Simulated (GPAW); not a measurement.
# NaCl (Fm-3m) in GPAW: notebook, part 2 of 2

GPAW 26.7.0.

### 5 Band structure, vdW-DF-cx

Input file run.py:

```python
import spglib
from ase import Atoms
from ase.dft.bandgap import bandgap
from ase.io import read, write
from gpaw import GPAW, PW

atoms = read('NaCl.cif')
cell, positions, numbers = spglib.find_primitive(
    (atoms.cell[:], atoms.get_scaled_positions(), atoms.numbers), symprec=1e-4)
atoms = Atoms(numbers, cell=cell, scaled_positions=positions, pbc=True)

calc = GPAW(mode=PW(800),
            xc={'name': 'vdW-DF-cx', 'backend': 'libvdwxc'},
            kpts={'size': (7, 7, 7), 'gamma': True},
            occupations={'name': 'fermi-dirac', 'width': 0.05},
            nbands=15,
            convergence={'density': 1e-05, 'energy': 1e-05},
            maxiter=150,
            txt='gpaw.txt')
atoms.calc = calc
energy = atoms.get_potential_energy()
forces = atoms.get_forces()
calc.write('gs.gpw')
write('result.traj', atoms)
print(f'Energy: {energy:.6f} eV')
print('Forces (eV/A):')
print(forces.round(4))
print('Fermi level:', round(calc.get_fermi_level(), 4), 'eV')
print(f'Gap: {bandgap(calc)[0]:.4f} eV, direct: {bandgap(calc, direct=True)[0]:.4f} eV')

path = atoms.cell.bandpath('GXWKGLUWLK,UX', npoints=100, eps=1e-4)
bs_calc = calc.fixed_density(kpts=path, symmetry='off', nbands=26,
                             convergence={'bands': 'CBM+6.0', 'eigenstates': 1e-6}, txt='bands.txt')
bs = bs_calc.band_structure()
bs.write('bs.json')
print(f'Gap on the path: {bandgap(bs_calc)[0]:.4f} eV')
```

Input file NaCl.cif:

```cif
data_NaCl
_cell_length_a 5.58812644
_cell_length_b 5.58812644
_cell_length_c 5.58812644
_cell_angle_alpha 90.00000000
_cell_angle_beta 90.00000000
_cell_angle_gamma 90.00000000
_space_group_name_H-M_alt 'Fm-3m'
_space_group_name_Hall '-F 4 2 3'
_space_group_IT_number 225
loop_
_space_group_symop_operation_xyz
'x,y,z'
'-x,-y,-z'
'-y,x,z'
'y,-x,-z'
'-x,-y,z'
'x,y,-z'
'y,-x,z'
'-y,x,-z'
'x,-y,-z'
'-x,y,z'
'-y,-x,-z'
'y,x,z'
'-x,y,-z'
'x,-y,z'
'y,x,-z'
'-y,-x,z'
'z,x,y'
'-z,-x,-y'
'z,-y,x'
'-z,y,-x'
'z,-x,-y'
'-z,x,y'
'z,y,-x'
'-z,-y,x'
'-z,x,-y'
'z,-x,y'
'-z,-y,-x'
'z,y,x'
'-z,-x,y'
'z,x,-y'
'-z,y,x'
'z,-y,-x'
'y,z,x'
'-y,-z,-x'
'x,z,-y'
'-x,-z,y'
'-y,z,-x'
'y,-z,x'
'-x,z,y'
'x,-z,-y'
'-y,-z,x'
'y,z,-x'
'-x,-z,-y'
'x,z,y'
'y,-z,-x'
'-y,z,x'
'x,-z,y'
'-x,z,-y'
'x,y+1/2,z+1/2'
'-x,-y+1/2,-z+1/2'
'-y,x+1/2,z+1/2'
[... 62 lines left out ...]
'-z+1/2,-x,-y+1/2'
'z+1/2,-y,x+1/2'
'-z+1/2,y,-x+1/2'
'z+1/2,-x,-y+1/2'
'-z+1/2,x,y+1/2'
'z+1/2,y,-x+1/2'
'-z+1/2,-y,x+1/2'
'-z+1/2,x,-y+1/2'
'z+1/2,-x,y+1/2'
'-z+1/2,-y,-x+1/2'
'z+1/2,y,x+1/2'
'-z+1/2,-x,y+1/2'
'z+1/2,x,-y+1/2'
'-z+1/2,y,x+1/2'
'z+1/2,-y,-x+1/2'
'y+1/2,z,x+1/2'
'-y+1/2,-z,-x+1/2'
'x+1/2,z,-y+1/2'
'-x+1/2,-z,y+1/2'
'-y+1/2,z,-x+1/2'
'y+1/2,-z,x+1/2'
'-x+1/2,z,y+1/2'
'x+1/2,-z,-y+1/2'
'-y+1/2,-z,x+1/2'
'y+1/2,z,-x+1/2'
'-x+1/2,-z,-y+1/2'
'x+1/2,z,y+1/2'
'y+1/2,-z,-x+1/2'
'-y+1/2,z,x+1/2'
'x+1/2,-z,y+1/2'
'-x+1/2,z,-y+1/2'
'x+1/2,y+1/2,z'
'-x+1/2,-y+1/2,-z'
'-y+1/2,x+1/2,z'
'y+1/2,-x+1/2,-z'
'-x+1/2,-y+1/2,z'
'x+1/2,y+1/2,-z'
'y+1/2,-x+1/2,z'
'-y+1/2,x+1/2,-z'
'x+1/2,-y+1/2,-z'
'-x+1/2,y+1/2,z'
'-y+1/2,-x+1/2,-z'
'y+1/2,x+1/2,z'
'-x+1/2,y+1/2,-z'
'x+1/2,-y+1/2,z'
'y+1/2,x+1/2,-z'
'-y+1/2,-x+1/2,z'
'z+1/2,x+1/2,y'
'-z+1/2,-x+1/2,-y'
'z+1/2,-y+1/2,x'
'-z+1/2,y+1/2,-x'
'z+1/2,-x+1/2,-y'
'-z+1/2,x+1/2,y'
'z+1/2,y+1/2,-x'
'-z+1/2,-y+1/2,x'
'-z+1/2,x+1/2,-y'
'z+1/2,-x+1/2,y'
'-z+1/2,-y+1/2,-x'
'z+1/2,y+1/2,x'
'-z+1/2,-x+1/2,y'
'z+1/2,x+1/2,-y'
'-z+1/2,y+1/2,x'
'z+1/2,-y+1/2,-x'
'y+1/2,z+1/2,x'
'-y+1/2,-z+1/2,-x'
'x+1/2,z+1/2,-y'
'-x+1/2,-z+1/2,y'
'-y+1/2,z+1/2,-x'
'y+1/2,-z+1/2,x'
'-x+1/2,z+1/2,y'
'x+1/2,-z+1/2,-y'
'-y+1/2,-z+1/2,x'
'y+1/2,z+1/2,-x'
'-x+1/2,-z+1/2,-y'
'x+1/2,z+1/2,y'
'y+1/2,-z+1/2,-x'
'-y+1/2,z+1/2,x'
'x+1/2,-z+1/2,y'
'-x+1/2,z+1/2,-y'
loop_
_atom_site_label
_atom_site_type_symbol
_atom_site_symmetry_multiplicity
_atom_site_Wyckoff_symbol
_atom_site_fract_x
_atom_site_fract_y
_atom_site_fract_z
_atom_site_occupancy
Cl1 Cl 4 b 0.5000000000 0.0000000000 0.0000000000 1
Na1 Na 4 a 0.0000000000 0.0000000000 0.0000000000 1
```

Potentials or basis: GPAW PAW data sets (gpaw-data 1.2.1), pw.

On the command line:

```sh
> OMP_NUM_THREADS=1 python run.py
```

gpaw.txt:

```text
__  _  _
 | _ |_)|_||  |
 |__||  | ||/\| - 26.7.0

Input parameters:
  mode=PW(ecut=800.0),
  convergence={'density': 1e-05, 'energy': 1e-05},
  kpts=MonkhorstPack(size=(7, 7, 7), gamma=True),
  maxiter=150,
  nbands=15,
  occupations=Occupations(name='fermi-dirac', width=0.05),
  xc=XC(name='vdW-DF-cx', backend='libvdwxc')

Diagonalizing LCAO Hamiltonian
Converting LCAO to pw mode

                Cl

       Na

Atoms  # Å, Bohr magnetons
|   | symbol |        x |        y |        z |    initial magnetic moments |
|---|--------|----------|----------|----------|-----------------------------|
| 0 |     Cl | 2.794063 | 2.794063 | 2.794063 | ( 0.0000,  0.0000,  0.0000) |
| 1 |     Na | 0.000000 | 0.000000 | 0.000000 | ( 0.0000,  0.0000,  0.0000) |

Unit cell  # Å
| periodic |        x |        y |        z |  lengths |    angles |
|----------|----------|----------|----------|----------|-----------|
|      yes | 0.000000 | 2.794063 | 2.794063 | 3.951402 | 60.000000 |
|      yes | 2.794063 | 0.000000 | 2.794063 | 3.951402 | 60.000000 |
|      yes | 2.794063 | 2.794063 | 0.000000 | 3.951402 | 60.000000 |

Number of symmetries: 48
Symmetry operations  # r_c * U_cc + t_c -> r_c
|    | kind |            matrix            |
|----|------|------------------------------|
|  0 |  σ   |  1, 0, 0,  1, 0,-1,  1,-1, 0 |
|  1 |  C2  |  1, 0, 0,  1,-1, 0,  1, 0,-1 |
|  2 |  E   |  1, 0, 0,  0, 1, 0,  0, 0, 1 |
|  3 |  σ   |  1, 0, 0,  0, 0, 1,  0, 1, 0 |
|  4 |  C4  |  1, 0,-1,  1, 0, 0,  1,-1, 0 |
|  5 |  S6  |  1, 0,-1,  1,-1, 0,  1, 0, 0 |
|  6 |  σ   |  1, 0,-1,  0, 1,-1,  0, 0,-1 |
|  7 |  C3  |  1, 0,-1,  0, 0,-1,  0, 1,-1 |
|  8 |  S6  |  1,-1, 0,  1, 0, 0,  1, 0,-1 |
|  9 |  C4  |  1,-1, 0,  1, 0,-1,  1, 0, 0 |
| 10 |  C3  |  1,-1, 0,  0,-1, 1,  0,-1, 0 |
| 11 |  σ   |  1,-1, 0,  0,-1, 0,  0,-1, 1 |
| 12 |  σ   |  0, 1, 0,  1, 0, 0,  0, 0, 1 |
| 13 |  C4  |  0, 1, 0,  0, 1,-1, -1, 1, 0 |
| 14 |  C3  |  0, 1, 0,  0, 0, 1,  1, 0, 0 |
| 15 |  S6  |  0, 1, 0, -1, 1, 0,  0, 1,-1 |
| 16 |  C2  |  0, 1,-1,  1, 0,-1,  0, 0,-1 |
| 17 |  σ   |  0, 1,-1,  0, 1, 0, -1, 1, 0 |
| 18 |  S4  |  0, 1,-1,  0, 0,-1,  1, 0,-1 |
| 19 |  C4  |  0, 1,-1, -1, 1, 0,  0, 1, 0 |
| 20 |  C3  |  0, 0, 1,  1, 0, 0,  0, 1, 0 |
| 21 |  σ   |  0, 0, 1,  0, 1, 0,  1, 0, 0 |
| 22 |  S6  |  0, 0, 1,  0,-1, 1, -1, 0, 1 |
| 23 |  C4  |  0, 0, 1, -1, 0, 1,  0,-1, 1 |
| 24 |  S4  |  0, 0,-1,  1, 0,-1,  0, 1,-1 |
| 25 |  C3  |  0, 0,-1,  0, 1,-1,  1, 0,-1 |
| 26 |  C2  |  0, 0,-1,  0,-1, 0, -1, 0, 0 |
| 27 |  S6  |  0, 0,-1, -1, 0, 0,  0,-1, 0 |
| 28 |  S4  |  0,-1, 1,  1,-1, 0,  0,-1, 0 |
| 29 |  C4  |  0,-1, 1,  0, 0, 1, -1, 0, 1 |
| 30 |  C2  |  0,-1, 1,  0,-1, 0,  1,-1, 0 |
| 31 |  σ   |  0,-1, 1, -1, 0, 1,  0, 0, 1 |
| 32 |  C3  |  0,-1, 0,  1,-1, 0,  0,-1, 1 |
| 33 |  S6  |  0,-1, 0,  0, 0,-1, -1, 0, 0 |
| 34 |  S4  |  0,-1, 0,  0,-1, 1,  1,-1, 0 |
| 35 |  C2  |  0,-1, 0, -1, 0, 0,  0, 0,-1 |
| 36 |  C2  | -1, 1, 0,  0, 1, 0,  0, 1,-1 |
| 37 |  S6  | -1, 1, 0,  0, 1,-1,  0, 1, 0 |
| 38 |  S4  | -1, 1, 0, -1, 0, 1, -1, 0, 0 |
| 39 |  C3  | -1, 1, 0, -1, 0, 0, -1, 0, 1 |
| 40 |  S6  | -1, 0, 1,  0, 0, 1,  0,-1, 1 |
| 41 |  C2  | -1, 0, 1,  0,-1, 1,  0, 0, 1 |
| 42 |  C3  | -1, 0, 1, -1, 1, 0, -1, 0, 0 |
| 43 |  S4  | -1, 0, 1, -1, 0, 0, -1, 1, 0 |
| 44 |  C2  | -1, 0, 0,  0, 0,-1,  0,-1, 0 |
| 45 |  i   | -1, 0, 0,  0,-1, 0,  0, 0,-1 |
| 46 |  σ   | -1, 0, 0, -1, 1, 0, -1, 0, 1 |
| 47 |  C2  | -1, 0, 0, -1, 0, 1, -1, 1, 0 |

BZ-sampling:
  Number of BZ points: 343
  Number of IBZ points: 20

  Monkhorst-Pack size: [7, 7, 7]
  Monkhorst-Pack shift: [0, 0, 0]

K-points  # in reciprocal-cell coordinates
|     |                                coordinates |     weight |
|-----|--------------------------------------------|------------|
|   0 | (  0.00000000,   0.00000000,   0.00000000) | 0.00291545 |
|   1 | (  0.14285714,   0.14285714,   0.00000000) | 0.01749271 |
|   2 | (  0.14285714,   0.14285714,   0.14285714) | 0.02332362 |
|   3 | (  0.28571429,   0.14285714,   0.14285714) | 0.03498542 |
|   4 | (  0.28571429,   0.28571429,   0.00000000) | 0.01749271 |
|   5 | (  0.28571429,   0.28571429,   0.14285714) | 0.06997085 |
|   6 | (  0.28571429,   0.28571429,   0.28571429) | 0.02332362 |
|   7 | (  0.42857143,  -0.28571429,  -0.28571429) | 0.03498542 |
|   8 | (  0.42857143,   0.28571429,  -0.42857143) | 0.13994169 |
|   9 | (  0.42857143,   0.28571429,  -0.28571429) | 0.06997085 |
| ... |                                            |            |
|  19 | (  0.42857143,   0.42857143,   0.42857143) | 0.02332362 |

Plane wave coefficients: 2258
Cutoff: 800.0 eV

Spin-components: 1 (collinear spins)
Bands:           15
Projectors:      10
Spin-degeneracy: 2
Datatype:        complex128

Parallelization:
  kpt:    1
  domain: 1
  band:   1

Density:
  Valence electrons: 14.0
  Components: 1
  Grid points: [27 27 27]
  Charge: 0.0  # |e|

Potential:
  Grid points: [27 27 27]

species:
  Cl:
    name:    Chlorine
    Z:       17.0
    valence: 7
    core:    10
    charge:  0.0  # [|e|]
    compensation charges:
      type: gauss
      rc: 0.25  # [Å]
      lmax: 2
    cutoffs:
      filter: 1.40  # [Å]
      core: 1.49  # [Å]
    projectors
    | kind |    occ | energy [eV] | rcut [Å] |
    |------|--------|-------------|----------|
    |   3s |  2.000 |     -20.689 |    0.794 |
    |   3p |  5.000 |      -8.594 |    0.794 |
    |    s |        |       6.523 |    0.794 |
    |    p |        |      18.617 |    0.794 |
    |    d |        |       0.000 |    0.794 |

    Using partial waves for Cl as LCAO basis

  Na:
    name:    Sodium
    Z:       11.0
    valence: 7
    core:    4
    charge:  0.0  # [|e|]
    compensation charges:
      type: gauss
      rc: 0.37  # [Å]
      lmax: 2
    cutoffs:
      filter: 2.17  # [Å]
      core: 2.59  # [Å]
    projectors
    | kind |    occ | energy [eV] | rcut [Å] |
    |------|--------|-------------|----------|
    |   3s |  1.000 |      -2.744 |    1.201 |
    |   2p |  6.000 |     -28.672 |    1.217 |
    |   3p |  0.000 |      -0.743 |    1.217 |
    |    s |        |      24.468 |    1.201 |
    |    d |        |       0.000 |    1.238 |

    Using partial waves for Na as LCAO basis

Reference energy: -16973.559893  # eV

eigensolver:
  PPCG
  Converge bands: occupied
  niter=2

density mixing:
  MSR1-Mixer
  Pratt-step length: 0.05
  Maximum mixing coefficient: 0.75
  Old densities: 10
  SVD Regularization: 0.005
  Good broyden scale: 1.0
  Trust region scale: 1.0
  Backstep threshold: 4.0
  History deletion threshold: 6.0
  Fourier metric: weight=20.0, sigma=0.015

occupation numbers:
  Fermi-Dirac:
    width: 0.0500  # eV

poisson solver:
  ecut: 6400.0  # eV

xc functional:
  name: vdW-DF-cx with libvdwxc
  Mode: serial
  Semilocal: GGA_X_LV_RPW86+LDA_C_PW with 2 nearest neighbor stencil
  Local blocksize: 54 x 54 x 54
  PAW datasets: PBE

convergence criteria:
- Maximum integral of absolute [dens]ity change: 1e-05 electrons / valence electron
- Maximum [total energy] change in last 3 cyles: 1e-05 eV / valence electron
- Maximum integral of absolute [eigenst]ate change: 4e-08 eV^2 / valence electron
maximum number of iterations: 150

SCF iterations
|iter     | |      energy | eigst |  dens |
|---------|-|-------------|-------|-------|
|iter:   1| |    6.979704 | -0.88 |       |
|iter:   2| |    6.992109 | -2.84 | -1.33 |
|iter:   3| |    7.025639 | -2.27 | -1.36 |
|iter:   4| |    7.017887 | -3.83 | -1.87 |
|iter:   5| |    7.016243 | -4.36 | -2.36 |
|iter:   6| |    7.016188 | -5.54 | -3.20 |
|iter:   7| |    7.016182c| -6.64 | -3.68 |
|iter:   8| |    7.016182c| -8.35c| -4.76 |
|iter:   9| |    7.016182c| -8.37c| -5.21c|

Converged in 9 steps
Energy contributions relative to reference atoms: (reference = -16973.559893)

Energy contributions:
  Kinetic:          11.199900
  Coulomb:         -10.725232
  Zero:              0.005125
  External:          0.000000
  Xc:                6.536388
  Entropy:          -0.000000
  Spinorbit:         0.000000
  ----------------------------
  Free energy:       7.016182
  Extrapolated:      7.016182

dipole moment: (-5.183318, -5.183318, -5.183318)  # |e|*Ang

Fermi level: 1.782
Eigenvalues  # (at kpt = [0.000, 0.000, 0.000])
| band index |      eig [eV] | occ [0-2] |
|------------|---------------|-----------|
|          0 |       -21.166 |     2.000 |
|          1 |       -21.166 |     2.000 |
|          2 |       -21.166 |     2.000 |
|          3 |       -13.006 |     2.000 |
|          4 |        -0.354 |     2.000 |
|          5 |        -0.354 |     2.000 |
|          6 |        -0.354 |     2.000 |
|          7 |         5.023 |     0.000 |
|          8 |        10.694 |     0.000 |
|          9 |        10.694 |     0.000 |
|         10 |        10.694 |     0.000 |
|         11 |        12.835 |     0.000 |
|         12 |        12.835 |     0.000 |
|         13 |        14.636 |     0.000 |
|         14 |        17.471 |     0.000 |

Gap: 5.377 eV
Transition (v -> c):
  (s=0, k=0, n=6, [0.00, 0.00, 0.00]) -> (s=0, k=0, n=7, [0.00, 0.00, 0.00])
No difference between direct/indirect transitions

Forces  # eV/Ang
|       x |        y |        z |
|---------|----------|----------|
| 0.00000 |  0.00000 | -0.00000 |  # Cl   0
| 0.00000 | -0.00000 | -0.00000 |  # Na   1

# Writing to gs.gpw (mode='')
```

Run time: 55 s. Hardware: 1 thread of Intel Xeon Platinum 8488C (Sapphire Rapids), shared host; peak memory 0.36 GiB.

Results:

* Free energy: 7.0162 eV
* Band gap on the k mesh: 5.38 eV, direct
* Band gap along the path: 5.38 eV, direct

Levels at the corners of the path, in eV from the valence-band top:
```
point  band 3  band 4  band 5  band 6  band 7  band 8  band 9  band 10  band 11
    Γ  -20.81  -12.65    0.00    0.00    0.00    5.38   11.05    11.05    11.05
    X  -20.82  -12.23   -1.73   -0.62   -0.62    7.83    8.01    11.61    15.12
    W  -20.82  -12.21   -1.24   -1.24   -0.78    9.15    9.76     9.76    11.58
    K  -20.82  -12.22   -1.47   -1.16   -0.52    8.38    9.21    10.72    12.95
    Γ  -20.81  -12.65    0.00    0.00    0.00    5.38   11.05    11.05    11.05
    L  -20.81  -12.28   -1.99   -0.28   -0.28    7.35   11.03    11.03    11.05
    U  -20.82  -12.22   -1.47   -1.16   -0.52    8.38    9.21    10.72    12.95
    W  -20.82  -12.21   -1.24   -1.24   -0.78    9.15    9.76     9.76    11.58
    L  -20.81  -12.28   -1.99   -0.28   -0.28    7.35   11.03    11.03    11.05
    K  -20.82  -12.22   -1.47   -1.16   -0.52    8.38    9.21    10.72    12.95
    U  -20.82  -12.22   -1.47   -1.16   -0.52    8.38    9.21    10.72    12.95
    X  -20.82  -12.23   -1.73   -0.62   -0.62    7.83    8.01    11.61    15.12
```

Caveat: the PAW data sets were made with another functional, which shifts forces and pressure a little.

### 6 Overview

| task | level | potentials or basis | band path | band points | data set | eigensolver | gap on the mesh (eV) |
| --- | --- | --- | --- | --- | --- | --- | --- |
| band structure | revPBE | the program's PAW data sets (release 1.2.1) made for this functional, pw | GXWKGLUWLK,UX | 60 | - | - | 5.50 |
| equation of state | LDA | the program's PAW data sets (release 1.2.1) made for this functional, other valence, pw | - | - | Na 1 | - | - |
| equation of state | OLYP | PAW data sets generated in the run's folder for this functional, pw | - | - | - | davidson | - |
| band structure | vdW-DF-cx | GPAW PAW data sets (gpaw-data 1.2.1), pw | GXWKGLUWLK,UX | 100 | - | - | 5.38 |

Alike in all rows: no spin polarisation; cell as given; k mesh 7 × 7 × 7; cutoff (eV) 800; smearing fermi-dirac 0.05 eV.

Caveats: the PAW data sets were made with another functional, which shifts forces and pressure a little (some runs).

Absolute energies hang on the potentials; compare differences alone.
